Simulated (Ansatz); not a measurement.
# SnO: the cell at several levels of theory

The task here is to estimate one member of a computed series from the others.

Code: Ansatz 0.2.0. PAW datasets, plane waves, zero pressure. All values are calculated for a non-magnetic cell, which may be hypothetical.

### Starting point

This is the cell as the run starts from it, not yet at rest; its lengths are not the crystal's.

It is hexagonal, P6_3/mmc (No. 194); a = 3.317 Å, c = 4.146 Å in the conventional setting, 9.88 Å³ an atom. Around Sn lie 5 O at 1.92–2.07 Å; around O lie 5 Sn at 1.92–2.07 Å.

The structure in full:

```cif
data_structure
_symmetry_space_group_name_H-M 'P 1'
_symmetry_Int_Tables_number 1
_cell_length_a 3.3170
_cell_length_b 3.3170
_cell_length_c 4.1460
_cell_angle_alpha 90.000
_cell_angle_beta 90.000
_cell_angle_gamma 120.000
_cell_volume 39.51
loop_
_atom_site_label
_atom_site_type_symbol
_atom_site_fract_x
_atom_site_fract_y
_atom_site_fract_z
_atom_site_occupancy
Sn1 Sn 0.33333 0.66667 0.25000 1
Sn2 Sn 0.66667 0.33333 0.75000 1
O1 O 0.66667 0.33333 0.25000 1
O2 O 0.33333 0.66667 0.75000 1
```

The first run:

input.yaml

```yaml
crystal:
  lattice:
    - [3.3170069925, 0.0, 0.0]
    - [-1.6585034962, 2.87261232, 0.0]
    - [0.0, 0.0, 4.1460384]
  atoms:
    - { symbol: Sn, position: [0.3333333333, 0.6666666667, 0.25] }
    - { symbol: Sn, position: [0.6666666667, 0.3333333333, 0.75] }
    - { symbol: O, position: [0.6666666667, 0.3333333333, 0.25] }
    - { symbol: O, position: [0.3333333333, 0.6666666667, 0.75] }
kpoints:
  mp_grid: { grid: [12, 12, 6] }
hamiltonian:
  xc: pbe
scf:
  occupations: { method: fermi_dirac, width: 0.02 }
relax:
  f_tol: 0.005
  cell: {}
```

Among the steps run: PBE: cell and atoms; r2SCAN: cell and atoms; Relaxing with PBEsol; Relaxation with LDA.

One of the session's tables, all rows but one given; the rest of the session is left out.

| level | a (Å) | c (Å) | volume (Å³/atom) |
| --- | --- | --- | --- |
| PBE | 4.175 | 5.231 | 19.736 |
| r2SCAN | ? | ? | ? |
| PBEsol | 4.115 | 5.124 | 18.784 |
| LDA | 4.079 | 5.061 | 18.234 |

Q: Estimate the row for r2SCAN from the others.

**Answer.** a (Å): 4.125; c (Å): 5.185; volume (Å³/atom): 19.108. In the column «a (Å)» it lies between PBEsol (4.115) and PBE (4.175).

The volume runs from LDA (least) to PBE (most), a spread of 8.2 %, or 2.7 % in length if all axes shared it alike. The meshes differ: PBE 12×12×6, r2SCAN 6×6×4, PBEsol 6×6×4, LDA 6×6×4.
